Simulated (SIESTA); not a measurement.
The system is Ag.

```
CELL_PARAMETERS angstrom
0.00000 2.04275 2.04275
2.04275 0.00000 2.04275
2.04275 2.04275 0.00000
ATOMIC_POSITIONS crystal
Ag 0.00000 0.00000 0.00000
```

Base run:

| Item | Value |
| --- | --- |
| Program | SIESTA 5.4.2 |
| Functional | PBEsol |
| Potentials or basis | PseudoDojo 0.4 standard (PBEsol files) |
| Basis | SZP (energy shift 0.003 Ry) |
| Grid cutoff | 800 Ry |
| Energy shift | 0.003 Ry |
| k mesh | 11 × 11 × 11 |
| Occupations | fermi-dirac, width 0.05 eV |
| Spin | no spin polarisation |

Its results: band gap on the k mesh none (metal or under the smearing width); pressure -2.8 GPa.

The run is repeated on the same cell with these changes: basis from SZP (energy shift 0.003 Ry) to DZ (energy shift 0.003 Ry; two zetas on semicore shells). What comes out?

Band gap on the k mesh none (metal or under the smearing width); pressure -5.1 GPa.

Caveats: short orbitals over semicore shells can move pressures by several GPa; the basis of atomic orbitals isn't converged, which shifts pressures, moduli and gaps; the basis has no polarisation orbitals (some runs).
